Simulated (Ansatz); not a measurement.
Crystal: InSe.

```
CELL_PARAMETERS angstrom
4.05000 0.00000 0.00000
-2.02500 3.50740 0.00000
0.00000 0.00000 16.93000
ATOMIC_POSITIONS crystal
In 0.66667 0.33333 0.84300
In 0.33333 0.66667 0.34300
In 0.66667 0.33333 0.65700
In 0.33333 0.66667 0.15700
Se 0.66667 0.33333 0.39800
Se 0.33333 0.66667 0.89800
Se 0.66667 0.33333 0.10200
Se 0.33333 0.66667 0.60200
```

Base run:

| Quantity | Value |
| --- | --- |
| Program | Ansatz 0.2.0 |
| Functional | HSE06 |
| Potentials or basis | Ansatz PAW |
| Cutoff | 420 eV (not typed: the program's choice for these potentials) |
| k mesh | 6 × 6 × 2 |
| Occupations | fermi-dirac, width 0.05 eV |
| Spin | no spin polarisation |

Its results: band gap on the k mesh 0.30 eV, direct; pressure 5.8 GPa; largest force 2.882 eV/Å.

Question: The run is repeated on the same cell with these changes: functional from HSE06 to PBE0. What comes out?

Answer: Band gap on the k mesh 0.85 eV, direct; pressure 5.7 GPa; largest force 2.899 eV/Å.

Caveats: spin-orbit coupling is left out, which moves the levels of the heavy elements; this functional lacks dispersion, which binds the layers, so the pressure and a relaxed spacing across them are unreliable; the PAW data sets come from PBE, with cores solved anew for the run's functional, which leaves a small shift of forces and pressure; forces of over 1 eV/Å show positions far from the minimum, so gaps and moduli don't describe the material at rest; the thresholds are loose for stress.
